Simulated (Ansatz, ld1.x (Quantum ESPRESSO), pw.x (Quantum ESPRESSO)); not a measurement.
**Cu (Z = 29) (bcc): variants of one ultrasoft potential in the solid**

copper, ultrasoft, made with ld1.x (Quantum ESPRESSO) 7.5 (PBE, scalar-relativistic). Core [Ar], reference 3d10 4s1 4p0. Waves: 4s (bound): rcut 2.30, rcutus 2.50 bohr; 4s channel at 4.25 Ry: rcut 2.30, rcutus 2.50 bohr; 4p (bound, empty): rcut 3.50, rcutus 4.25 bohr; 4p channel at 1.95 Ry: rcut 3.50, rcutus 4.25 bohr; 3d (bound): rcut 1.10, rcutus 1.55 bohr; 3d channel at 1.15 Ry: rcut 1.10, rcutus 1.55 bohr. Local part: all-electron potential smoothed inside 1.40 bohr (lloc = -2). Core correction: none. Augmentation charge: PSQ, inside the norm-conserving radii.

Crystal test: bcc Cu in pw.x 7.5, no spin, 16³ k-points, Fermi–Dirac smearing 0.01 Ry, cutoffs set for each file from its atomic test. The reference is all-electron LAPW (Ansatz 0.2.0) with the same functional, mesh and smearing; V0 and B0 come from Birch–Murnaghan fits to the pressures at five volumes. Errors are pseudo minus all-electron; Δ is the rms difference of the E(V) curves that follow from these fits, minima aligned, over ±6 % about the mean V0. Mesh and smearing are coarse, so the numbers serve the comparison and aren't converged zero-temperature values; the lattice is a test structure that the element need not adopt.

All-electron: a0 = 2.885 Å (V0 = 12.01 Å³/atom), B0 = 138.4 GPa.

Base: The largest radius (4.25 bohr) exceeds half the bond length (2.36 bohr), so the spheres overlap, which is one possible source of error among others. This is a poor potential for the solid.

1 further variants are left out: they gave no file fit for a test, a broken result, the same result as the base, or pressures whose basis-set error rivals the error shown.

| change | cutoffs (Ry) | pw.x | a0 (Å) | a0 error (%) | B0 error (%) | Δ (meV/atom) | mean pressure error (GPa) |
| --- | --- | --- | --- | --- | --- | --- | --- |
| base | 100/800 | converged | 2.905 | +0.69 | -0.3 | 8.3 | +3.51 |
| waves 3d (bound): rcut 1.10, rcutus 1.32 bohr; 3d channel at 1.15 Ry: rcut 1.10, rcutus 1.32 bohr | 135/900 | converged | 2.906 | +0.73 | -1.8 | 8.6 | +3.63 |
| waves 3d (bound): rcut 1.10, rcutus 1.60 bohr; 3d channel at 1.15 Ry: rcut 1.10, rcutus 1.60 bohr | 85/680 | converged | 2.906 | +0.73 | -0.9 | 8.7 | +3.68 |
| waves 3d (bound): rcut 1.10, rcutus 2.02 bohr; 3d channel at 1.15 Ry: rcut 1.10, rcutus 2.02 bohr | 50/580 | converged | 2.918 | +1.12 | -8.2 | 12.7 | +5.43 |
| waves 3d (bound): rcut 1.10, rcutus 2.20 bohr; 3d channel at 1.15 Ry: rcut 1.10, rcutus 2.20 bohr | 45/580 | converged | 2.921 | +1.24 | -7.4 | 14.0 | +6.00 |
